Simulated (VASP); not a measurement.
**CaS (strained measured structure): one r²SCAN single-point calculation in two programs**

```yaml
crystal:
  lattice:
    - [0.00000, 2.95274, 2.95274]
    - [2.95274, 0.00000, 2.95274]
    - [2.95274, 2.95274, 0.00000]
  atoms:
    - { symbol: Ca, position: [0.00000, 0.00000, 0.00000] }
    - { symbol: S, position: [0.50000, 0.50000, 0.50000] }
```

Each program uses its own PAW datasets. VASP's cell holds 16 valence electrons and Ansatz's 16. Ansatz's stress includes a Pulay correction; VASP's doesn't.

Cutoffs: 520 eV in VASP, 500 eV in Ansatz. k meshes: 8×8×8 and 8×8×8.

|  | VASP | Ansatz |
| --- | --- | --- |
| gap between bands v and c | 3.01 eV | 3.01 eV |
| least direct gap | 3.76 eV | 3.76 eV |
| pressure | -5.1 GPa | -5.3 GPa |

Band v is the last that the valence electrons fill when counted band by band, and c is the next. Levels in eV from the top of v, Ansatz:

```
point    v−1      v     c   c+1
    Γ   0.00   0.00  4.23  4.64
    X  -0.75  -0.75  3.01  5.94
    K  -1.65  -0.89  4.18  6.51
    L  -0.95  -0.95  5.53  6.28
    W  -1.60  -1.34  5.20  5.20
```

VASP:

```csv
point,v−1,v,c,c+1
Γ,0.00,0.00,4.24,4.66
X,-0.75,-0.75,3.01,5.96
K,-1.65,-0.89,4.19,6.52
L,-0.95,-0.95,5.54,6.29
W,-1.60,-1.34,5.21,5.21
```
